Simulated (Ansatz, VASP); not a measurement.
## BiS: VASP beside Ansatz

INCAR

```
PREC     = Accurate       # precision mode
ENCUT    = 900            # plane-wave cutoff, eV
EDIFF    = 1E-6           # SCF threshold, eV
ISMEAR   = -1             # smearing method
SIGMA    = 0.05           # smearing width, eV
LREAL    = False          # projectors in reciprocal space
LASPH    = True           # aspherical terms in the spheres
NELM     = 60             # most SCF steps
ALGO     = Normal         # electronic algorithm
ISIF     = 3              # what is computed and relaxed
LWAVE    = False          # write WAVECAR
LCHARG   = False          # write CHGCAR
GGA      = PE             # functional
IBRION   = 2              # ionic algorithm
NSW      = 40             # ionic steps
EDIFFG   = -0.01          # ionic threshold
```

Contents of KPOINTS:

```
regular mesh
0
Gamma
  8 8 8
```

Contents of POSCAR:

```
BiS
1.0
    2.1092708700      1.2177881000      3.5004874800
   -2.1092708700      1.2177881000      3.5004874800
    0.0000000000     -2.4355762100      3.5004874800
Bi S
1 1
Direct
    0.0000000000      0.0000000000      0.0000000000
    0.5000000000      0.5000000000      0.5000000000
```

Contents of input.yaml:

```yaml
crystal:
  lattice:
    - [2.10927087, 1.2177881, 3.50048748]
    - [-2.10927087, 1.2177881, 3.50048748]
    - [0.0, -2.43557621, 3.50048748]
  atoms:
    - { symbol: Bi, position: [0.0, 0.0, 0.0] }
    - { symbol: S, position: [0.5, 0.5, 0.5] }
hamiltonian:
  xc: pbe
  pseudopotentials: { kind: paw }
kpoints:
  mp_grid: { grid: [8, 8, 8] }
scf:
  occupations: { method: fermi_dirac, width: 0.05 }
output:
  forces: true
  stress: true
  eigenvalues: true
relax:
  f_tol: 0.01
  max_steps: 40
  cell: { stress_tol: 0.05 }
```

The cell was built by a generator and needn't be a form met in nature.

Alike in both runs: task relaxation of cell and atoms; functional PBE; k mesh 8 × 8 × 8; occupations fermi-dirac, width 0.05 eV; no spin polarisation.

```csv
,VASP,Ansatz
version,VASP 6.6.1,Ansatz 0.2.0
potentials or method,"VASP PAW PBE potentials, release 54 (Bi_d, S)",Ansatz PAW
plane-wave cutoff (eV),900,420
valence electrons in the cell,21,21
```

VASP gave:

| Item | Value |
| --- | --- |
| gap on the k mesh at the Fermi level, each at its own relaxed structure (eV) | none |
| relaxed volume (Å³/atom) | 25.24 |
| relaxed cell length with the largest relative difference (Å) | 4.547 |
| energy change over the relaxation (meV/atom) | -57 |

Question: Estimate Ansatz's values.

Answer: gap on the k mesh at the Fermi level, each at its own relaxed structure (eV): none; relaxed volume (Å³/atom): 25.24; relaxed cell length with the largest relative difference (Å): 4.546; energy change over the relaxation (meV/atom): -57.

A gap of «none» marks a metal or a gap that the smearing closes.

Caveats: spin-orbit coupling is left out, which moves the levels of the heavy elements; the plane-wave basis is chosen anew once the cell has moved, so the energies of steps on either side of that aren't comparable (Ansatz).
